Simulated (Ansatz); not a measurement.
MoTe2 built on the 3R-MoS2 prototype at its r2SCAN+rVV10 geometry, in Ansatz. The base run uses HSE06 on a modest mesh; each further run changes one setting, sensibly or not. Doubtful ones may also carry a cap on iterations. All numbers are computed, and spin polarisation is off unless an edit sets a moment.

Base input:
```yaml
crystal:
  lattice:
    - [1.7734078919, 1.0238775238, 7.1041367115]
    - [-1.7734078919, 1.0238775238, 7.1041367115]
    - [0.0, -2.0477550476, 7.1041367115]
  atoms:
    - { symbol: Mo, position: [-3.68534e-05, -3.68534e-05, -3.68534e-05] }
    - { symbol: Te, position: [0.4174226661, 0.4174226661, 0.4174226661] }
    - { symbol: Te, position: [0.249280854, 0.249280854, 0.249280854] }
kpoints:
  mp_grid: { grid: [4, 4, 4] }
hamiltonian:
  xc: hse06
scf:
  occupations: { method: fixed }
  n_extra_bands: 4
output:
  forces: true
  stress: true
  eigenvalues: true
```

Base results:
```
Basis set: ecut = 420 eV, 1493 PW (Γ), FFT grids on a1−a3, a2−a3, a3
Symmetry: 6 space group operations
Space group: R3m (ITA 160)
k-points: 13 of 64 (time reversal used)
Exchange kernel: α = 0.2500, screened, ω = 0.2079 Å⁻¹, Wigner–Seitz truncation, v(0) = 1022.5171 eV·Å³, q-mesh 4×4×4
hybrid SCF converged: 2 outer / 14 inner (+5 warm-up)
Free energy (F): -18927.607901 eV
Fermi energy:    11.607939 eV
--- Forces (eV/Å), atoms counted from 1 ---
  atom   1  Mo      0.00000      0.00000    -0.00241
  atom   2  Te      0.00000      0.00000    -0.31515
  atom   3  Te      0.00000      0.00000      0.31760
--- Stress (GPa, compression-positive) ---
       -2.046966       0.000000       0.000000
        0.000000      -2.046966       0.000000
        0.000000       0.000000      -1.205464
  P = ⅓ Tr σ = -1.7665 GPa (-17.665 kbar)
--- Band table (eV; the first three rows and the last of 13) ---
  k-point 0: bands = […, 9.4223, 9.4223, 10.3737, 10.3737, 10.5360, 11.0306, 15.0003, 15.0003, 15.5234, 15.5234]
  k-point 1: bands = […, 7.7345, 8.3493, 9.4336, 10.1797, 10.3926, 10.6602, 13.2723, 14.2105, 14.7886, 15.4310]
  k-point 2: bands = […, 6.3838, 7.4009, 8.7251, 9.8218, 10.4372, 11.0818, 13.3557, 13.6265, 15.3970, 15.5327]
  k-point 12: bands = […, 8.3461, 9.4059, 9.4059, 10.3968, 10.3968, 11.6079, 15.1679, 15.1679, 15.3308, 15.3308]
```
The gap over this mesh is 1.399 eV.

Run as `ansatz run input.yaml --threads 4 --pin off --max-ram 3686MiB --backend cpu --events-out ev --progress --plain --runs-dir out`. It took 18 s on 4 threads of Arm Neoverse V2, with other jobs on the host; peak host memory 1.3 GiB.

Task: What happens with this change?
```yaml
hamiltonian:
  xc: { exchange: pbe, correlation: pbe, exx: { coeff: 1.0, omega: 0.3 } }
```

Result: That is 100 % exact exchange, screened with ω = 0.3 1/Å, against HSE06's 25 % screened at 0.208 1/Å. The mean stress moves by -8.5 GPa and the gap on the mesh by +0.904 eV (to 2.303). Totals of different functionals aren't comparable.
```
Exchange kernel: α = 1.0000, screened, ω = 0.3000 Å⁻¹, Wigner–Seitz truncation, v(0) = 502.0783 eV·Å³, q-mesh 4×4×4
hybrid SCF converged: 4 outer / 30 inner (+5 warm-up)
Free energy (F): -18960.773835 eV
Fermi energy:    10.806034 eV
--- Forces (eV/Å), atoms counted from 1 ---
  atom   1  Mo      0.00000      0.00000      0.00301
  atom   2  Te      0.00000      0.00000    -1.66859
  atom   3  Te      0.00000      0.00000      1.66557
--- Stress (GPa, compression-positive) ---
       -9.592218       0.000000       0.000000
        0.000000      -9.592218       0.000000
        0.000000       0.000000     -11.503332
  P = ⅓ Tr σ = -10.2293 GPa (-102.293 kbar)
--- Band table (eV; the first three rows and the last of 13) ---
  k-point 0: bands = […, 8.1227, 8.1227, 9.4063, 9.4063, 9.5140, 9.9067, 15.5882, 15.5882, 16.2270, 16.2270]
  k-point 1: bands = […, 6.0120, 6.8363, 8.1948, 9.0720, 9.3282, 9.5822, 13.5646, 14.6623, 15.4172, 16.2047]
  k-point 2: bands = […, 4.4232, 5.5218, 7.2821, 8.5413, 9.4050, 10.0987, 13.8414, 13.9549, 16.1392, 16.3491]
  k-point 12: bands = […, 6.8073, 8.1009, 8.1009, 9.4384, 9.4384, 10.8060, 15.7858, 15.7858, 15.9921, 15.9921]
```

Task: These lines are set or replaced. What follows?
```yaml
kpoints:
  mp_grid: { grid: [8, 8, 1] }
```

Result: The free energy moves by +77 meV an atom, the mean stress by +0.6 GPa (single components by up to 1.6) and the gap on the mesh by +0.198 eV (to 1.598). The mesh breaks the crystal's symmetry, so the stress, and any force that symmetry no longer fixes, lose it too. The gap changes mostly because other points are sampled; a mesh that misses a band edge overestimates it. The mesh is too coarse.
```
Warning: crystal.symmetry: narrowed to the stabiliser of the k-point mesh — unitary ops 6 → 2 […]
Symmetry: 2 space group operations
k-points: 21 of 64 (time reversal used)
Exchange kernel: α = 0.2500, screened, ω = 0.2079 Å⁻¹, Wigner–Seitz truncation, v(0) = 917.0389 eV·Å³, q-mesh 8×8×1
hybrid SCF converged: 2 outer / 15 inner (+5 warm-up)
Free energy (F): -18927.376480 eV
Fermi energy:    11.374797 eV
--- Forces (eV/Å), atoms counted from 1 ---
  atom   1  Mo      0.00000      0.06292      0.00191
  atom   2  Te      0.00000      0.24700    -0.31202
  atom   3  Te      0.00000    -0.30992      0.31001
--- Stress (GPa, compression-positive) ---
       -2.420158       0.000000       0.000000
        0.000000      -1.371993      -0.230010
        0.000000      -0.230010       0.385788
  P = ⅓ Tr σ = -1.1355 GPa (-11.355 kbar)
```

Task: The input is altered as follows. How does the run end?
```yaml
hamiltonian:
  xc:
    exchange: pbe
    correlation: pbe
    exx: { coeff: 1.0, omega: 0.2078 }
```

Result: That is 100 % exact exchange, screened with ω = 0.2078 1/Å, against HSE06's 25 % screened at 0.208 1/Å. The mean stress moves by -9.6 GPa and the gap on the mesh by +1.556 eV (to 2.956). Totals of different functionals aren't comparable.
```
Exchange kernel: α = 1.0000, screened, ω = 0.2078 Å⁻¹, Wigner–Seitz truncation, v(0) = 1023.1559 eV·Å³, q-mesh 4×4×4
hybrid SCF converged: 5 outer / 35 inner (+5 warm-up)
Free energy (F): -18961.007271 eV
Fermi energy:    10.374191 eV
--- Forces (eV/Å), atoms counted from 1 ---
  atom   1  Mo      0.00000      0.00000      0.00596
  atom   2  Te      0.00000      0.00000    -1.84697
  atom   3  Te      0.00000      0.00000      1.84101
--- Stress (GPa, compression-positive) ---
      -10.664914       0.000000       0.000000
        0.000000     -10.664914       0.000000
        0.000000       0.000000     -12.806814
  P = ⅓ Tr σ = -11.3789 GPa (-113.789 kbar)
```

Task: Predict the outcome of this edit.
```yaml
hamiltonian:
  xc: { exchange: pbe, correlation: pbe, exx: { coeff: 0.05, omega: 0.3 } }
```

Result: That is 5 % exact exchange, screened with ω = 0.3 1/Å, against HSE06's 25 % screened at 0.208 1/Å. The mean stress moves by +2.9 GPa and the gap on the mesh by -0.362 eV (to 1.037). Totals of different functionals aren't comparable.
```
Exchange kernel: α = 0.0500, screened, ω = 0.3000 Å⁻¹, Wigner–Seitz truncation, v(0) = 502.0783 eV·Å³, q-mesh 4×4×4
hybrid SCF converged: 2 outer / 9 inner (+5 warm-up)
Free energy (F): -18918.917784 eV
Fermi energy:    11.872453 eV
--- Forces (eV/Å), atoms counted from 1 ---
  atom   1  Mo      0.00000      0.00000    -0.00528
  atom   2  Te      0.00000      0.00000      0.11281
  atom   3  Te      0.00000      0.00000    -0.10754
--- Stress (GPa, compression-positive) ---
        0.656202       0.000000       0.000000
        0.000000       0.656202       0.000000
        0.000000       0.000000       1.991895
  P = ⅓ Tr σ = 1.1014 GPa (11.014 kbar)
--- Band table (eV; the first three rows and the last of 13) ---
  k-point 0: bands = […, 9.9608, 9.9608, 10.7640, 10.7640, 10.8988, 11.4139, 14.7724, 14.7724, 15.2359, 15.2359]
  k-point 1: bands = […, 8.3762, 8.9226, 9.9199, 10.6213, 10.7875, 11.0476, 13.1302, 14.0326, 14.5539, 15.1447]
  k-point 2: bands = […, 7.1151, 8.0889, 9.2862, 10.2909, 10.8308, 11.4420, 13.1949, 13.4289, 15.0892, 15.2301]
  k-point 12: bands = […, 8.9149, 9.9462, 9.9462, 10.7839, 10.7839, 11.8725, 14.9252, 14.9252, 15.0632, 15.0632]
```

Task: These lines are set or replaced. What follows?
```yaml
hamiltonian:
  xc: { exchange: pbe, correlation: pbe, exx: { coeff: 0.5, omega: 0.1 } }
```

Result: That is 50 % exact exchange, screened with ω = 0.1 1/Å, against HSE06's 25 % screened at 0.208 1/Å. The mean stress moves by -3.9 GPa and the gap on the mesh by +1.030 eV (to 2.429). Totals of different functionals aren't comparable. The program warns that on this mesh the truncation of the exchange isn't bounded, so part of the change can be an error of the mesh.
```
Exchange kernel: α = 0.5000, screened, ω = 0.1000 Å⁻¹, Wigner–Seitz truncation, v(0) = 3146.9218 eV·Å³, q-mesh 4×4×4
hybrid SCF converged: 3 outer / 24 inner (+5 warm-up)
Free energy (F): -18938.707139 eV
Fermi energy:    10.960087 eV
--- Forces (eV/Å), atoms counted from 1 ---
  atom   1  Mo      0.00000      0.00000      0.00190
  atom   2  Te      0.00000      0.00000    -0.89028
  atom   3  Te      0.00000      0.00000      0.88841
--- Stress (GPa, compression-positive) ---
       -5.704202       0.000000       0.000000
        0.000000      -5.704202       0.000000
        0.000000       0.000000      -5.483419
  P = ⅓ Tr σ = -5.6306 GPa (-56.306 kbar)
--- Band table (eV; the first three rows and the last of 13) ---
  k-point 0: bands = […, 8.3889, 8.3889, 9.5734, 9.5734, 9.7288, 10.2131, 15.5927, 15.5927, 16.2197, 16.2197]
  k-point 1: bands = […, 6.5419, 7.2747, 8.4907, 9.2901, 9.5509, 9.8446, 13.7437, 14.7406, 15.3912, 16.1140]
  k-point 2: bands = […, 5.0734, 6.1440, 7.6684, 8.8854, 9.6040, 10.3152, 13.8739, 14.1846, 16.0987, 16.2367]
  k-point 12: bands = […, 7.2335, 8.3697, 8.3697, 9.6028, 9.6028, 10.9601, 15.7857, 15.7857, 15.9912, 15.9912]
```

No spin-orbit coupling is included; it can move band edges with weight on the heavy atoms by tenths of an eV.

The stress of a hybrid is loosely converged in these runs.

The meshes of the hybrids are coarse, so their gaps aren't converged to the digits shown.
